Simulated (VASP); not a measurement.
Input of a VASP 6.6.1 run:

INCAR

```
SYSTEM = TaN
PREC = Accurate
ENCUT = 520
EDIFF = 1E-6
ISMEAR = 0
SIGMA = 0.02
LREAL = .FALSE.
LASPH = .TRUE.
NELM = 80
ALGO = Normal
ISIF = 2
LWAVE = .FALSE.
LCHARG = .TRUE.
GGA = PE
LELF = .TRUE.
```

Contents of KPOINTS:

```
Automatic mesh
0
G
  6 6 9
  0 0 0
```

The input POSCAR:

```
TaN
1.0
    5.1960000000      0.0000000000      0.0000000000
   -2.5980000000      4.4998679981      0.0000000000
    0.0000000000      0.0000000000      2.9110000000
Ta N
3 3
Direct
    0.0000000000      0.0000000000      0.0000000000
    0.6666666667      0.3333333333      0.5000000000
    0.3333333333      0.6666666667      0.5000000000
    0.0000000000      0.3928500000      0.0000000000
    0.6071500000      0.6071500000      0.0000000000
    0.3928500000      0.0000000000      0.0000000000
```

Potentials or basis: VASP PAW PBE potentials, release 64 (Ta_pv, N).

Run with:

```bash
$ cat potpaw_PBE.64/Ta_pv/POTCAR potpaw_PBE.64/N/POTCAR > POTCAR
$ mpirun -np 1 vasp_std > vasp.out
```

What does it give for the band gap on the k mesh?

None (metal or under the smearing width).

Estimate the pressure.

5.7 GPa.

Estimate the largest force.

0.059 eV/Å.

Stress tensor (GPa, compression positive):
```
5.76 0.00 0.00
0.00 5.76 0.00
0.00 0.00 5.48
```

Spin-orbit coupling is left out, which matters for the levels of Ta.
